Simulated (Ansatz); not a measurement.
# Crystal structures of niobium under revPBE

These are results of DFT, revPBE, plane waves (420 eV) with PAW, scalar-relativistic in Ansatz 0.2.0, not measurements. The PAW files were generated under PBE, with cores re-solved for the functional.

Each structure is relaxed within its own symmetry, so a high-lying one may be dynamically unstable.

| structure | ΔE (meV/atom) | V (Å³/atom) | cell | magnetic state |
| --- | --- | --- | --- | --- |
| bcc | 0 | 18.35 | a = 3.323 Å | spin not included |
| A15 | 99 | 18.83 | a = 5.321 Å | spin not included |
| omega (AlB2-type) | 197 | 18.73 | a = 4.904 Å, c = 2.699 Å (c/a = 0.550) | spin not included |
| dhcp | 282 | 18.92 | a = 2.879 Å, c = 10.544 Å (c/a = 3.662) | spin not included |
| hcp | 290 | 18.93 | a = 2.882 Å, c = 5.264 Å (c/a = 1.826) | spin not included |
| fcc | 317 | 19.03 | a = 4.238 Å | spin not included |
| simple cubic | 982 | 20.41 | a = 2.733 Å | spin not included |
| diamond | 2506 | 26.38 | a = 5.954 Å | spin not included |

ΔE counts from bcc.

Differences under about 8 meV lie within the error of the k-point mesh.
